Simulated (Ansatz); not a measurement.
# BeTe (F-43m): equation of state

An exercise on one series of results from a longer session: the logs are not shown, and one member is left open.

The COD entry's cell or inner coordinates are ideal or old and differ from later refinements, so a difference from it is no clean test against experiment.

Computed with Ansatz 0.2.0 (DFT PBE, scalar-relativistic, plane waves, PAW, unless a step's input says otherwise).

## The starting structure

Symmetry: F-43m, No. 216, cubic system. Conventional cell: a = 5.665 Å, b = 5.665 Å, c = 5.665 Å, α = 90.00°, β = 90.00°, γ = 90.00°. Be (site symmetry -43m) is surrounded by 4 Te at 2.45 Å. Around Te (site symmetry -43m) lie 4 Be at 2.45 Å.

Coordinates:

```
CELL_PARAMETERS angstrom
0.00000 2.83248 2.83248
2.83248 0.00000 2.83248
2.83248 2.83248 0.00000
ATOMIC_POSITIONS crystal
Be 0.00000 0.00000 0.00000
Te 0.75000 0.75000 0.75000
```

This cell comes from an earlier session at PBE: 22.725 Å³/atom at -0.04 GPa, on a 10×10×10 mesh.

Volume factors to run: 0.980, 1.020, 0.960, 1.040.

Set-up of the first run:

Contents of input.yaml:

```yaml
crystal:
  lattice:
    - [0.0, 2.81347366, 2.81347366]
    - [2.81347366, 0.0, 2.81347366]
    - [2.81347366, 2.81347366, 0.0]
  atoms:
    - { symbol: Be, position: [0.0, 0.0, 0.0] }
    - { symbol: Te, position: [0.75, 0.75, 0.75] }
basis:
  ecutwfc: 420
  ecutrho_ratio: 4
kpoints:
  mp_grid: { grid: [10, 10, 10] }
hamiltonian:
  xc: pbe
scf:
  occupations: { method: gaussian, width: 0.05 }
output:
  forces: true
  stress: true
  eigenvalues: true
```

Launch:

```bash
ansatz run input.yaml --threads 4 --pin off --max-ram 7168MiB --backend cpu --events-out ev --progress --plain --runs-dir out
```

Steps of the session up to this table: Scaling the volume by 0.980; Volume × 1.020; Scaling the volume by 0.960; Scaling the volume by 1.040.

One table of the session follows, with a row left open; its other results are not shown here.

It belongs to the step «The fit». 

```
volume (Å³/atom)  energy (meV/atom)  pressure (GPa)  gap (eV)
          21.816               6.64            2.46      1.93
          22.270               1.55            1.15      1.98
          22.725               0.00           -0.04      2.03
          23.179                  ?               ?         ?
          23.634               6.18           -2.08      2.12
```

**Question.** Estimate the row for volume (Å³/atom) = 23.179.

Worked estimate for «energy (meV/atom)». A straight line through the neighbours (22.725, 0.00) and (23.634, 6.18) gives 0.00 + (6.18 − 0.00) × (23.179 − 22.725) / (23.634 − 22.725) = 3.09; a parabola fitted to 3 rows on both sides gives 1.54.

**Answer.** energy (meV/atom): 1.64; pressure (GPa): -1.11; gap (eV): 2.08. In «energy (meV/atom)» the line misses by +1.45 and the parabola by -0.10.
